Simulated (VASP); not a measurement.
A calculation with VASP 6.6.1 of CoO (native input, structure from a POSCAR):

INCAR

```
ALGO = Normal ; EDIFF = 1E-6
ENCUT = 500 ; GGA = RP
ISIF = 2 ; ISMEAR = 0
ISPIN = 2 ; LASPH = True
LCHARG = False ; LMAXMIX = 4
LORBIT = 11 ; LREAL = False
LWAVE = False ; MAGMOM = 2 0
NELM = 150 ; PREC = Accurate
SIGMA = 0.05
```

KPOINTS

```
k-points
0
Gamma
  10 10 10
```

File POSCAR:

```
CoO
1.0
    1.6022198417      0.9250420569      2.5664708903
   -1.6022198417      0.9250420569      2.5664708903
    0.0000000000     -1.8500841138      2.5664708903
Co O
1 1
Direct
    0.9989783200      0.9989783200      0.9989783200
    0.7510210300      0.7510210300      0.7510210300
```

Potentials or basis: VASP PAW PBE potentials, release 64 (Co, O).

Command:

```console
$ cat potpaw_PBE.64/Co/POTCAR potpaw_PBE.64/O/POTCAR > POTCAR
$ mpirun -np 1 vasp_std > vasp.out
```

Measurements of this composition are mostly on another form, of space group No. 225.

Question: Write the same calculation in another form: ASE script, structure typed inline.

Answer: As run:

run.py

```python
from ase import Atoms
from ase.calculators.vasp import Vasp
from ase.dft.bandgap import bandgap

atoms = Atoms(
    ['Co', 'O'],
    cell=[[1.6022198417, 0.9250420569, 2.5664708903], [-1.6022198417, 0.9250420569, 2.5664708903], [0.0, -1.8500841138, 2.5664708903]],
    scaled_positions=[[0.99897832, 0.99897832, 0.99897832], [0.75102103, 0.75102103, 0.75102103]],
    pbc=True,
)
atoms.set_initial_magnetic_moments([2.0, 0.0])
calc = Vasp(
    directory='calc',
    xc='rpbe',
    pp='PBE',
    setups='minimal',
    prec='Accurate',
    encut=500,
    ediff=1e-06,
    ismear=0,
    sigma=0.05,
    lreal=False,
    lasph=True,
    nelm=150,
    algo='Normal',
    isif=2,
    lwave=False,
    lcharg=False,
    ispin=2,
    lorbit=11,
    lmaxmix=4,
    kpts=[10, 10, 10],
    gamma=True,
)
atoms.calc = calc

print('energy (eV):', atoms.get_potential_energy())
print('free energy (eV):', atoms.get_potential_energy(force_consistent=True))
print('forces (eV/A):')
print(atoms.get_forces())
print('stress (eV/A^3, Voigt):', atoms.get_stress())
print('Fermi level (eV):', calc.get_fermi_level())
print('moment (muB):', atoms.get_magnetic_moment())
print('site moments (muB):', atoms.get_magnetic_moments())
gap, top, bottom = bandgap(calc)
print('band gap (eV):', gap, 'from (spin, k, band)', top, 'to', bottom)
```

Potentials or basis: VASP PAW PBE potentials, release 64 (Co, O).

Run with:

```sh
$ python run.py
```

Both were run:

|  | native input, structure from a POSCAR | ASE script, structure typed inline |
| --- | --- | --- |
| Pressure | 5.6 GPa | 5.6 GPa |
| Largest force | 0.293 eV/Å | 0.293 eV/Å |
| Band gap on the k mesh | none (metal or under the smearing width) | none (metal or under the smearing width) |
| Net moment | 2.80 μB per cell | 2.80 μB per cell |
| Site moments | Co +2.41; O +0.30 μB | Co +2.41; O +0.30 μB |
| Valence electrons inside the program's atomic spheres | Co 8.00; O 5.01 | Co 8.00; O 5.01 |

Keys that steer only the numerical path or the files written may differ.

Caveat: the PAW data sets were made with another functional, which shifts forces and pressure a little; a cell with one magnetic atom can't hold antiferromagnetic order, which such compounds often take; semilocal functionals often make such compounds metallic where correlation or magnetic order opens a gap, which also shifts bond lengths.
